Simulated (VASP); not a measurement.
Write the native input for VASP 6.6.1 that does the following.

```
Task                   : relaxation of cell and atoms
Functional             : PBEsol
Potentials or basis    : VASP PAW PBE potentials, release 64 (Al)
Cutoff                 : 600 eV
k mesh                 : 16 × 16 × 16
Occupations            : methfessel-paxton, width 0.1 eV
Spin                   : no spin polarisation
Further INCAR settings : ALGO = Normal; EDIFF = 1e-06; IBRION = 2; EDIFFG = -0.01; NSW = 90; ISIF = 3
```

The structure of Al lies in POSCAR:

```
Al
1.0
    0.0000000000      2.0248050000      2.0248050000
    2.0248050000      0.0000000000      2.0248050000
    2.0248050000      2.0248050000      0.0000000000
Al
1
Direct
    0.0000000000      0.0000000000      0.0000000000
```

These files were run (other wordings do the same):

INCAR

```
SYSTEM = Al
PREC = Accurate ; ENCUT = 600
EDIFF = 1E-6 ; ISMEAR = 1
SIGMA = 0.1 ; LREAL = .FALSE.
LASPH = .TRUE. ; NELM = 80
ALGO = Normal ; ISIF = 3
LWAVE = .FALSE. ; LCHARG = .FALSE.
GGA = PS ; IBRION = 2
NSW = 90 ; EDIFFG = -0.01
```

KPOINTS

```
Automatic mesh
0
G
  16 16 16
  0 0 0
```

Potentials or basis: VASP PAW PBE potentials, release 64 (Al).

The run is started by

```sh
$ cat potpaw_PBE.64/Al/POTCAR > POTCAR
$ mpirun -np 1 vasp_std > vasp.out
```

It gave:

The relaxed volume is 16.19 Å³/atom, the relaxed cell is a = 2.839 Å, b = 2.839 Å, c = 2.839 Å, α = 60.00°, β = 60.00°, γ = 60.00° and the space group after relaxing (to 0.05 Å) is Fm-3m (No. 225). The energy gained by relaxing is 2.7 meV/atom, the ionic steps are 3 and the pressure after relaxing is 0.0 GPa. The band gap on the k mesh is none (metal or under the smearing width).

Caveat: the PAW data sets were made with another functional, which shifts forces and pressure a little.

Run time: 22 s on 1 thread of AMD EPYC 7R13 Processor (Zen 3), on a shared host, peak memory 0.11 GiB.
